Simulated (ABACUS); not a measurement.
Runs of ABACUS 3.10.1 on PbS (Galena). The structure is cubic, space group Fm-3m (No. 225). Conventional cell: a = 5.931 Å, b = 5.931 Å, c = 5.931 Å, α = 90.00°, β = 90.00°, γ = 90.00°. Pb (site symmetry m-3m) has 6 S at 2.97 Å as nearest neighbours. Around S (site symmetry m-3m) lie 6 Pb at 2.97 Å. 

| task | level | potentials or basis | cell | k mesh | cutoff (eV) | max steps of the relaxation | force threshold | optimiser | stress threshold | SCF threshold on the density | gap on the mesh (eV) | pressure (GPa) | relaxed volume (Å³/atom) |
| --- | --- | --- | --- | --- | --- | --- | --- | --- | --- | --- | --- | --- | --- |
| relaxation of cell and atoms | RPBE | SG15 ONCV 1.2 PBE, plane waves | relaxed | 6 × 6 × 6 | 857 | 60 | 0.01 eV/Å | cg | 1 kbar | 1e-08 | 0.74 | 0.0 | (a) |
| single point | MS2 | SG15 ONCV 1.2 PBE, plane waves | as given | 5 × 5 × 5 | 993 | - | - | - | - | 1e-08 | - | 36.8 | - |
| relaxation of cell and atoms | WC | GBRV ultrasoft 1.5 PBEsol, plane waves | relaxed | 6 × 6 × 6 | 544 | - | 0.03 eV/Å | ASE FIRE | - | 1e-08 | (c) | 0.1 | 25.57 |
| single point | PBE | PseudoDojo NC SR 0.4.1 PBE standard, DZP LCAO (the cutoffs set its grid) | as given | 8 × 8 × 8 | 1361 | - | - | - | - | 1e-07 | 0.58 | 3.3 | - |
| relaxation of cell and atoms | SCAN | SG15 ONCV 1.2 PBE, plane waves | relaxed | 5 × 5 × 5 | 993 | - | 0.03 eV/Å | ASE BFGS | - | 1e-08 | - | 0.0 | (b) |
| single point | RPBE | SG15 ONCV 1.2 PBE, plane waves | as given | 6 × 6 × 6 | 857 | - | - | - | - | 1e-08 | 0.49 | 4.2 | - |
| relaxation of cell and atoms | PBEsol | PseudoDojo NC SR 0.4.1 PBE standard, DZP LCAO (the cutoffs set its grid) | relaxed | 7 × 7 × 7 | 1361 | - | 0.01 eV/Å | ASE BFGS | - | 1e-07 | - | 0.0 | 26.21 |

Alike in all rows: no spin polarisation; smearing fermi-dirac 0.05 eV.

**Question.** Estimate the missing entries.

**Answer.** (a) 28.12; (b) 25.94; (c) 0.18.

Caveats: the potentials were made for another functional, which shifts forces and pressure (some runs); spin-orbit coupling is left out, which as a rule narrows the gap of such compounds by several tenths of an eV (some runs); the atomic orbitals were generated for these runs and aren't a published set (some runs); the basis of atomic orbitals isn't converged, which shifts pressures, moduli and gaps (some runs); a pressure of tens of GPa on the cell as given is suspect, and the run, the potentials or the cell itself is likely at fault (some runs).

A k mesh can miss the band edges, and the runs leave out spin-orbit coupling on Pb.

Not every run made on this cell is shown here.
